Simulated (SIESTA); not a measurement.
SnSe:

```
CELL_PARAMETERS angstrom
11.42000 0.00000 0.00000
0.00000 4.19000 0.00000
0.00000 0.00000 4.46000
ATOMIC_POSITIONS crystal
Sn 0.87700 0.75000 0.90900
Sn 0.62300 0.25000 0.40900
Sn 0.37700 0.75000 0.59100
Sn 0.12300 0.25000 0.09100
Se 0.64300 0.75000 0.98400
Se 0.85700 0.25000 0.48400
Se 0.14300 0.75000 0.51600
Se 0.35700 0.25000 0.01600
```

Base run:

- Program: SIESTA 5.4.2
- Functional: BLYP
- Potentials or basis: PseudoDojo 0.4 standard (PBE files)
- Basis: DZP (energy shift 0.003 Ry; two zetas on semicore shells)
- Grid cutoff: 500 Ry
- Energy shift: 0.003 Ry
- k mesh: 3 × 6 × 6
- Occupations: fermi-dirac, width 0.05 eV
- Spin: no spin polarisation

Its results: band gap on the k mesh 0.68 eV, indirect (least direct gap 0.84 eV); pressure 7.9 GPa; largest force 0.761 eV/Å.

The run is repeated on the same cell with these changes: functional from BLYP to AM05; potentials or basis from PseudoDojo 0.4 standard (PBE files) to PseudoDojo 0.4 standard (PBEsol files). What comes out?

Band gap on the k mesh 0.51 eV, indirect (least direct gap 0.67 eV); pressure 1.3 GPa; largest force 0.589 eV/Å.

Caveats: the potentials were made for another functional, which shifts forces and pressure; spin-orbit coupling is left out, which moves the levels of the heavy elements; the basis of atomic orbitals isn't converged, which shifts pressures, moduli and gaps.
